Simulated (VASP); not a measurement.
# Bi (Im-3m) in VASP: notebook, part 2 of 2

VASP 6.6.1.

### 4 Relaxation of the atoms, r2SCAN (a relaxed cell with its volume scaled by 0.96)

Input file INCAR:

```
ALGO = Normal
EDIFF = 1E-7
EDIFFG = -0.01
ENCUT = 600
IBRION = 2
ISIF = 2
ISMEAR = 1
LASPH = T
LCHARG = F
LMIXTAU = T
LREAL = F
LWAVE = F
METAGGA = R2SCAN
NELM = 80
NSW = 40
PREC = Accurate
SIGMA = 0.1
```

Input file KPOINTS:

```
k-points
0
Gamma
  14 14 14
```

Input file POSCAR:

```
Bi                                      
1.0
   -1.9539837286      1.9539837286      1.9539837286
    1.9539837286     -1.9539837286      1.9539837286
    1.9539837286      1.9539837286     -1.9539837286
  Bi            
     1
Direct
     0.0000000000000000    0.0000000000000000    0.0000000000000000
```

Potentials or basis: VASP PAW PBE potentials, release 64 (Bi_d).

The run is started by

```sh
cat potpaw_PBE.64/Bi_d/POTCAR > POTCAR
mpirun -np 1 vasp_std > vasp.out
```

OUTCAR:

```text
EDIFF = 1E-7
   EDIFFG = -0.01
   ENCUT = 600
   IBRION = 2
   ISIF = 2
   ISMEAR = 1
   LASPH = T
   LREAL = F
   METAGGA = R2SCAN
   NELM = 80
   NSW = 40
   PREC = Accurate

 ion  position               nearest neighbor table
   1  0.000  0.000  0.000-

  LATTYP: Found a body centered cubic cell.
 ALAT       =     3.9079674572

  Lattice vectors:

 A1 = (  -1.9539837286,   1.9539837286,   1.9539837286)
 A2 = (   1.9539837286,  -1.9539837286,   1.9539837286)
 A3 = (   1.9539837286,   1.9539837286,  -1.9539837286)

Analysis of symmetry for initial positions (statically):
=====================================================================
 Subroutine PRICEL returns:
 Original cell was already a primitive cell.

 Routine SETGRP: Setting up the symmetry group for a
 body centered cubic supercell.

 Subroutine GETGRP returns: Found 48 space group operations
 (whereof 48 operations were pure point group operations)
 out of a pool of 48 trial point group operations.

The static configuration has the point symmetry O_h .

Analysis of symmetry for dynamics (positions and initial velocities):
=====================================================================
 Subroutine PRICEL returns:
 Original cell was already a primitive cell.

 Routine SETGRP: Setting up the symmetry group for a
 body centered cubic supercell.

 Subroutine GETGRP returns: Found 48 space group operations
 (whereof 48 operations were pure point group operations)
 out of a pool of 48 trial point group operations.

The dynamic configuration has the point symmetry O_h .

 Subroutine INISYM returns: Found 48 space group operations
 (whereof 48 operations are pure point group operations),
 and found     1 'primitive' translations

----------------------------------------------------------------------------------------

                                     Primitive cell

  volume of cell :      29.8416

  direct lattice vectors                    reciprocal lattice vectors
    -1.953983729  1.953983729  1.953983729     0.000000000  0.255887494  0.255887494
     1.953983729 -1.953983729  1.953983729     0.255887494  0.000000000  0.255887494
[... 116 lines left out ...]
 Methfessel and Paxton  Order N= 1 SIGMA  =   0.10
  energy-cutoff  :      600.00
  volume of cell :       29.84
 maximum number of plane-waves:      1012
   NGX = 13   NGY = 13   NGZ = 13

 number of electron      15.0000001 magnetization

 Free energy of the ion-electron system (eV)
  ---------------------------------------------------
  ext. energy  EPLUGINS =         0.00000000
  ---------------------------------------------------
  free energy    TOTEN  =       -58.25321552 eV

  energy without entropy =      -58.25291046  energy(sigma->0) =      -58.25311384

 E-fermi :   8.2947     XC(G=0): -11.2957

 val. band max:        8.2800722856   @ k =   0.2143   0.2143   0.1429
 cond. band min:       8.2985893052   @ k =  -0.3571   0.4286   0.2857
 fundamental gap:      0.0185170196
 Fermi energy:         8.2946816804

 k-point     1 :       0.0000    0.0000    0.0000
  band No.  band energies     occupation
      1     -15.4233      2.00000
      2     -15.4233      2.00000
      3     -15.4233      2.00000
      4     -15.2594      2.00000
      5     -15.2594      2.00000
      6      -6.0690      2.00000
      7      14.0369      0.00000
      8      14.0369      0.00000
      9      14.0369      0.00000
     10      19.0663      0.00000
     11      19.6545      0.00000
[... 309 lines left out ...]
 k-point    24 :       0.3571    0.2857   -0.0000
  band No.  band energies     occupation
      1     -15.4340      2.00000
      2     -15.3276      2.00000
      3     -15.3029      2.00000
      4     -15.2533      2.00000
      5     -15.2229      2.00000
      6      -2.0311      2.00000
      7       4.2578      2.00000
      8       5.4245      2.00000
      9      10.9610      0.00000
     10      17.7445      0.00000
     11      19.7414      0.00000

 [... further k-points ...]

------------------------ aborting loop because EDIFF is reached ----------------------------------------

  FORCE on cell =-STRESS in cart. coord.  units (eV):
  Direction    XX          YY          ZZ          XY          YZ          ZX
  --------------------------------------------------------------------------------------
  -------------------------------------------------------------------------------------
  Total        0.4463111      0.4463111      0.4463111      0.0000000     -0.0000000      0.0000000
  in kB       23.9621310     23.9621310     23.9621310      0.0000000     -0.0000000      0.0000000
  external PRESSURE =      23.9621310 kB  Pullay stress =       0.0000000 kB

 VOLUME and BASIS-vectors are now :
 -----------------------------------------------------------------------------
  energy-cutoff  :      600.00
  volume of cell :       29.84
      direct lattice vectors                 reciprocal lattice vectors
    -1.953983729  1.953983729  1.953983729     0.000000000  0.255887494  0.255887494
     1.953983729 -1.953983729  1.953983729     0.255887494  0.000000000  0.255887494
     1.953983729  1.953983729 -1.953983729     0.255887494  0.255887494  0.000000000

 POSITION                                       TOTAL-FORCE (eV/Angst)
 -----------------------------------------------------------------------------------
      0.00000      0.00000      0.00000         0.000000     -0.000000      0.000000
 -----------------------------------------------------------------------------------
    total drift:                               -0.000000     -0.000000     -0.000000

  FREE ENERGIE OF THE ION-ELECTRON SYSTEM (eV)
  ---------------------------------------------------
  free  energy   TOTEN  =       -58.2532155225 eV

  energy  without entropy=      -58.2529104647  energy(sigma->0) =      -58.25311384

 reached required accuracy - stopping structural energy minimisation
```

OSZICAR:

```text
N       E                     dE             d eps       ncg     rms          rms(c)
DAV:   1     0.566261215450E+02    0.56626E+02   -0.90779E+03  2297   0.181E+03
DAV:   2    -0.557636474940E+02   -0.11239E+03   -0.11013E+03  2327   0.392E+02
[... 12 lines left out ...]
DAV:  15    -0.582532154448E+02   -0.18402E-04   -0.15522E-05  2447   0.531E-02    0.112E-03
DAV:  16    -0.582532153367E+02    0.10813E-06   -0.24914E-06  2507   0.150E-02    0.116E-03
DAV:  17    -0.582532150405E+02    0.29623E-06   -0.17851E-07  2581   0.454E-03    0.153E-03
DAV:  18    -0.582532152477E+02   -0.20721E-06   -0.50489E-07  2498   0.122E-02    0.274E-04
DAV:  19    -0.582532154865E+02   -0.23877E-06   -0.19678E-07  2363   0.436E-03    0.154E-04
DAV:  20    -0.582532155225E+02   -0.36055E-07   -0.22587E-08  1231   0.143E-03
   1 F= -.58253216E+02 E0= -.58253114E+02  d E =-.582532E+02
```

CONTCAR:

```text
Bi
   1.00000000000000
    -1.9539837285999999    1.9539837285999999    1.9539837285999999
     1.9539837285999999   -1.9539837285999999    1.9539837285999999
     1.9539837285999999    1.9539837285999999   -1.9539837285999999
  Bi
     1
Direct
     0.0000000000000000    0.0000000000000000    0.0000000000000000

  0.00000000E+00  0.00000000E+00  0.00000000E+00
```

It took 86 s on 1 thread of Intel Xeon 6975P-C (Granite Rapids), shared host; peak memory 0.19 GiB.

What came out:

```
Free energy             : -58.2532 eV
Pressure after relaxing : 2.4 GPa
Band gap on the k mesh  : none (metal or under the smearing width)
```

Final structure:
```xyz
1
Lattice="-1.9540 1.9540 1.9540 1.9540 -1.9540 1.9540 1.9540 1.9540 -1.9540" Properties=species:S:1:pos:R:3 pbc="T T T"
Bi    0.0000    0.0000    0.0000
```

Levels at points of the mesh, in eV from the Fermi level:
| k point | band 4 | band 5 | band 6 | band 7 | band 8 | band 9 | band 10 | band 11 |
| --- | --- | --- | --- | --- | --- | --- | --- | --- |
| (0.00, 0.00, 0.00) | -23.55 | -23.55 | -14.36 | 5.74 | 5.74 | 5.74 | 10.77 | 11.36 |
| (0.50, 0.00, 0.00) | -23.56 | -23.45 | -10.86 | -5.49 | 1.73 | 3.92 | 6.80 | 8.18 |
| (0.50, 0.50, 0.50) | -23.47 | -23.47 | -8.35 | -2.00 | -2.00 | -2.00 | 4.03 | 4.03 |

Caveat: the relaxation stopped at its first step, so nothing moved; the PAW data sets were made with another functional, which shifts forces and pressure a little; spin-orbit coupling is left out, which moves the levels of the heavy elements.

### 5 Relaxation of the atoms, r2SCAN (a relaxed cell with its volume scaled by 0.98)

INCAR is that of step 4.

KPOINTS is that of step 4.

Input file POSCAR:

```
Bi                                      
1.0
   -1.9674599043      1.9674599043      1.9674599043
    1.9674599043     -1.9674599043      1.9674599043
    1.9674599043      1.9674599043     -1.9674599043
  Bi            
     1
Direct
     0.0000000000000000    0.0000000000000000    0.0000000000000000
```

The run is started by

```sh
cat potpaw_PBE.64/Bi_d/POTCAR > POTCAR
mpirun -np 1 vasp_std > vasp.out
```

It took 75 s on 1 thread of Intel Xeon 6975P-C (Granite Rapids), shared host; peak memory 0.19 GiB.

The run converged. Its results:

```
Free energy             : -58.2601 eV
Pressure after relaxing : 1.1 GPa
Band gap on the k mesh  : none (metal or under the smearing width)
```

Final structure:
```cif
data_structure
_symmetry_space_group_name_H-M 'P 1'
_symmetry_Int_Tables_number 1
_cell_length_a 3.4077
_cell_length_b 3.4077
_cell_length_c 3.4077
_cell_angle_alpha 109.471
_cell_angle_beta 109.471
_cell_angle_gamma 109.471
_cell_volume 30.46
loop_
_atom_site_label
_atom_site_type_symbol
_atom_site_fract_x
_atom_site_fract_y
_atom_site_fract_z
_atom_site_occupancy
Bi1 Bi 0.00000 0.00000 0.00000 1
```

Levels at points of the mesh, in eV from the Fermi level:
| k point | band 5 | band 6 | band 7 | band 8 | band 9 | band 10 |
| --- | --- | --- | --- | --- | --- | --- |
| (0.00, 0.00, 0.00) | -23.54 | -14.20 | 5.59 | 5.59 | 5.59 | 10.49 |
| (0.50, 0.00, 0.00) | -23.44 | -10.82 | -5.36 | 1.69 | 3.86 | 6.72 |
| (0.50, 0.50, 0.50) | -23.46 | -8.42 | -1.95 | -1.95 | -1.95 | 4.06 |

Caveat: the relaxation stopped at its first step, so nothing moved; the PAW data sets were made with another functional, which shifts forces and pressure a little; spin-orbit coupling is left out, which moves the levels of the heavy elements.

### 6 The runs side by side

```csv
task,cell,gap on the mesh (eV),pressure (GPa)
relaxation of cell and atoms,relaxed,none,0.0
relaxation of the atoms,atoms relaxed from: a relaxed cell with its volume scaled by 0.94,none,3.8
relaxation of the atoms,atoms relaxed from: a relaxed cell with its volume scaled by 0.96,none,2.4
relaxation of the atoms,atoms relaxed from: a relaxed cell with its volume scaled by 0.98,none,1.1
```

Alike in all rows: level r2SCAN; potentials or basis VASP PAW PBE potentials, release 64 (Bi_d); no spin polarisation; k mesh 14 × 14 × 14; cutoff (eV) 600; smearing methfessel-paxton 0.1 eV.

Caveats: the relaxation stopped at its first step, so nothing moved; the PAW data sets were made with another functional, which shifts forces and pressure a little; spin-orbit coupling is left out, which moves the levels of the heavy elements.

Total energies depend on the potentials used, so only differences within one code and one set of settings carry meaning.
